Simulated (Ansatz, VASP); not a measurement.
## One calculation of Zr, two programs

Contents of INCAR:

```
SYSTEM = Zr
PREC     = Accurate       ! precision mode
ENCUT    = 520            ! plane-wave cutoff, eV
EDIFF    = 1E-7           ! SCF threshold, eV
ISMEAR   = -1             ! smearing method
SIGMA    = 0.05           ! smearing width, eV
LREAL    = .FALSE.        ! projectors in reciprocal space
LASPH    = .TRUE.         ! aspherical terms in the spheres
NELM     = 60             ! most SCF steps
ALGO     = Normal         ! electronic algorithm
ISIF     = 2              ! what is computed and relaxed
LWAVE    = .FALSE.        ! write WAVECAR
LCHARG   = .FALSE.        ! write CHGCAR
GGA      = PE             ! functional
NBANDS   = 12             ! bands
```

KPOINTS

```
regular mesh
0
G
  10 10 10
  0 0 0
```

File POSCAR:

```
Zr
1.0
   -1.8219871043      1.8219871043      1.8219871043
    1.8219871043     -1.8219871043      1.8219871043
    1.8219871043      1.8219871043     -1.8219871043
Zr
1
Direct
    0.0000000000      0.0000000000      0.0000000000
```

Contents of input.yaml:

```yaml
crystal:
  lattice:
    - [-1.8219871043, 1.8219871043, 1.8219871043]
    - [1.8219871043, -1.8219871043, 1.8219871043]
    - [1.8219871043, 1.8219871043, -1.8219871043]
  atoms:
    - { symbol: Zr, position: [0.0, 0.0, 0.0] }
hamiltonian:
  xc: pbe
  pseudopotentials: { kind: paw }
kpoints:
  mp_grid: { grid: [10, 10, 10] }
scf:
  occupations: { method: fermi_dirac, width: 0.05 }
output:
  forces: true
  stress: true
  eigenvalues: true
```

This isn't the form of Zr at room conditions, which is hcp.

Alike in both runs: task single point; functional PBE; k mesh 10 × 10 × 10; occupations fermi-dirac, width 0.05 eV; no spin polarisation.

```csv
,VASP,Ansatz
version,VASP 6.6.1,Ansatz 0.2.0
potentials or method,"VASP PAW PBE potentials, release 64 (Zr_sv)",Ansatz PAW
plane-wave cutoff (eV),520,420
valence electrons in the cell,12,12
```

|  | VASP | Ansatz | Ansatz less VASP |
| --- | --- | --- | --- |
| gap on the k mesh at the Fermi level (eV) | none | none | - |
| pressure (GPa) | -4.8 | -4.8 | -0.03 |

A gap of «none» marks a metal or a gap that the smearing closes. The functional is the same, so the differences come from potentials, cutoffs and numerics.
